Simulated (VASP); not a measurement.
A run of VASP 6.6.1 is set up as follows.

The input INCAR:

```
SYSTEM = HgSe
PREC     = Accurate       ! precision mode
ENCUT    = 520            ! plane-wave cutoff, eV
EDIFF    = 1E-6           ! SCF threshold, eV
ISMEAR   = -1             ! smearing method
SIGMA    = 0.05           ! smearing width, eV
LREAL    = .False.        ! projectors in reciprocal space
LASPH    = .True.         ! aspherical terms in the spheres
NELM     = 100            ! most SCF steps
ALGO     = Normal         ! electronic algorithm
ISIF     = 2              ! what is computed and relaxed
LWAVE    = .False.        ! write WAVECAR
LCHARG   = .False.        ! write CHGCAR
MAGMOM   = 0 0 0 0 0 0    ! initial moments
LORBIT   = 11             ! projections on sites
LSORBIT  = .True.         ! spin-orbit coupling
GGA_COMPAT= .False.      
METAGGA  = R2SCAN         ! meta-GGA
LMIXTAU  = .True.
```

The input KPOINTS:

```
regular mesh
0
Gamma
  6 6 6
  0 0 0
```

The input POSCAR:

```
HgSe
1.0
    0.0000000000      3.0390000000      3.0390000000
    3.0390000000      0.0000000000      3.0390000000
    3.0390000000      3.0390000000      0.0000000000
Hg Se
1 1
Direct
    0.0000000000      0.0000000000      0.0000000000
    0.7500000000      0.7500000000      0.7500000000
```

Contents of KPOINTS_OPT:

```
path GXWKGLUWLK,UX
20
line-mode
reciprocal
 0.0000000000  0.0000000000  0.0000000000  G
 0.5000000000  0.0000000000  0.5000000000  X

 0.5000000000  0.0000000000  0.5000000000  X
 0.5000000000  0.2500000000  0.7500000000  W

 0.5000000000  0.2500000000  0.7500000000  W
 0.3750000000  0.3750000000  0.7500000000  K

 0.3750000000  0.3750000000  0.7500000000  K
 0.0000000000  0.0000000000  0.0000000000  G

 0.0000000000  0.0000000000  0.0000000000  G
 0.5000000000  0.5000000000  0.5000000000  L

 0.5000000000  0.5000000000  0.5000000000  L
 0.6250000000  0.2500000000  0.6250000000  U

 0.6250000000  0.2500000000  0.6250000000  U
 0.5000000000  0.2500000000  0.7500000000  W

 0.5000000000  0.2500000000  0.7500000000  W
 0.5000000000  0.5000000000  0.5000000000  L

 0.5000000000  0.5000000000  0.5000000000  L
 0.3750000000  0.3750000000  0.7500000000  K

 0.6250000000  0.2500000000  0.6250000000  U
 0.5000000000  0.0000000000  0.5000000000  X
```

Potentials or basis: VASP PAW PBE potentials, release 64 (Hg, Se).

Launch:

```bash
$ cat potpaw_PBE.64/Hg/POTCAR potpaw_PBE.64/Se/POTCAR > POTCAR
$ mpirun -np 1 vasp_ncl > vasp.out
```

(1) Predict the pressure.

Results:

(1) 2.9 GPa.

Caveat: the PAW data sets were made with another functional, which shifts forces and pressure a little.
